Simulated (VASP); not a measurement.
Input of a VASP 6.6.1 run:

The input INCAR:

```
SYSTEM = ScAl7N8
ALGO = Normal
EDIFF = 1E-6
EDIFFG = -0.01
ENCUT = 600
GGA = PE
IBRION = 2
ISIF = 3
ISMEAR = 0
KPAR = 4
LASPH = .True.
LCHARG = .False.
LREAL = .False.
LWAVE = .False.
NELM = 80
NSW = 90
PREC = Accurate
SIGMA = 0.03
```

KPOINTS

```
k-points
0
Gamma
  6 6 5
  0 0 0
```

The input POSCAR:

```
ScAl7N8
1.0
    0.0000000000      0.0000000000     -5.0799619200
    3.1748487200      5.4989992800      0.0000000000
    3.1748487200     -5.4989992800      0.0000000000
Sc Al N
1 7 8
Direct
    0.0000000000      0.1666666700      0.3333333300
    0.0000000000      0.1666666700      0.8333333300
    0.0000000000      0.6666666700      0.3333333300
    0.0000000000      0.6666666700      0.8333333300
    0.5000000000      0.3333333300      0.6666666700
    0.5000000000      0.3333333300      0.1666666700
    0.5000000000      0.8333333300      0.6666666700
    0.5000000000      0.8333333300      0.1666666700
    0.6200000000      0.1666666700      0.3333333300
    0.6200000000      0.1666666700      0.8333333300
    0.6200000000      0.6666666700      0.3333333300
    0.6200000000      0.6666666700      0.8333333300
    0.1200000000      0.3333333300      0.6666666700
    0.1200000000      0.3333333300      0.1666666700
    0.1200000000      0.8333333300      0.6666666700
    0.1200000000      0.8333333300      0.1666666700
```

Potentials or basis: VASP PAW PBE potentials, release 64 (Sc_sv, Al, N).

Launch:

```sh
$ cat potpaw_PBE.64/Sc_sv/POTCAR potpaw_PBE.64/Al/POTCAR potpaw_PBE.64/N/POTCAR > POTCAR
$ mpirun -np 4 vasp_std > vasp.out
```

**Question.** What does it give for the band gap on the k mesh?

**Answer.** 3.89 eV, direct.

**Question.** What does it give for the relaxed volume?

**Answer.** 11.08 Å³/atom.

**Question.** What does it give for the relaxed cell?

**Answer.** a = 5.049 Å, b = 6.368 Å, c = 6.368 Å, α = 120.00°, β = 90.00°, γ = 90.00°.

**Question.** What does it give for the space group after relaxing (to 0.05 Å)?

**Answer.** P3m1 (No. 156).

Forces in eV/Å, atoms in the order of the input:
```
Sc   0.000  0.000  0.001
Al   0.001  0.001  0.001
Al  -0.001  0.001  0.001
Al   0.000 -0.001  0.001
Al  -0.003  0.001  0.004
Al   0.000 -0.003  0.004
Al   0.000  0.000  0.000
Al   0.003  0.001  0.004
N    0.000  0.000 -0.003
N    0.001  0.000 -0.004
N   -0.001  0.000 -0.004
N    0.000 -0.001 -0.004
N    0.002 -0.001  0.001
N    0.000  0.002  0.001
N    0.000  0.000 -0.002
N   -0.002 -0.001  0.001
```

Caveat: an odd mesh through Γ misses points on the zone boundary, where band edges often lie.
